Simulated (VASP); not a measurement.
The system is Sc.

```
Sc
1.0
     4.73000    0.00000    0.00000
     0.00000    4.73000    0.00000
     0.00000    0.00000    3.18000
Sc
4
Direct
  0.00000 0.00000 0.00000
  0.50000 0.50000 0.00000
  0.00000 0.50000 0.62500
  0.50000 0.00000 0.37500
```

This isn't the form of Sc at room conditions, which is hcp.

| Quantity | Value |
| --- | --- |
| Program | VASP 6.6.1 |
| Task | relaxation of cell and atoms |
| Functional | PBE |
| Potentials or basis | VASP PAW PBE potentials, release 64 (Sc_sv) |
| Cutoff | 520 eV |
| k mesh | 7 × 7 × 11 |
| Occupations | gaussian, width 0.1 eV |
| Spin | no spin polarisation |

At the start: pressure 25.0 GPa; volume 17.79 Å³/atom.

How do energy, volume and symmetry change on relaxing?

Over 22 steps the energy falls by 541.2 meV/atom and the volume is 24.87 Å³/atom (+39.8 %); space group I4/mmm (No. 139, to 0.05 Å).

The path:
```
step  energy change (eV)  largest force (eV/Å)  pressure (GPa)  volume (Å³)
   1              0.0000                0.8579           24.96        71.15
   2             -1.7540                1.0276           -2.66       103.63
   3             -1.7866                1.0484           -0.38        98.37
   4             -1.7869                1.0462           -0.67        98.97
   5             -1.9112                0.8075           -0.54        98.99
   6             -2.0291                0.2314            0.19        98.75
   7             -2.0351                0.3179            0.05        98.83
   8             -2.0783                0.2538            0.01        99.00
   9             -2.1473                0.1060            0.02        99.32
  10             -2.0599                0.5881           -0.03        99.29
  11             -2.1598                0.0016            0.02        99.39
  12             -2.1610                0.0405            0.02        99.41
  13             -2.1609                0.0520            0.01        99.41
  14             -2.1625                0.0304            0.00        99.47
  15             -2.1643                0.0197           -0.07        99.60
  16             -2.1641                0.0160            0.28        98.94
  17             -2.1644                0.0195            0.09        99.32
  18             -2.1646                0.0138            0.08        99.32
  19             -2.1649                0.0004            0.09        99.31
  20             -2.1649                0.0028            0.10        99.31
  21             -2.1648                0.0008           -0.16        99.79
  22             -2.1650                0.0014           -0.01        99.49
```

Final structure:
```
Sc
1.0
     5.23111    0.00000    0.00000
     0.00000    5.23111    0.00000
     0.00000    0.00000    3.63569
Sc
4
Direct
  0.00000 0.00000 0.00000
  0.50000 0.50000 0.00000
  0.00000 0.50000 0.49984
  0.50000 0.00000 0.50016
```

Caveat: the volume moved by over 15 % at a fixed basis, so the end points are rough; the volume moved by +40 % from the deposited cell, more than functionals usually miss.
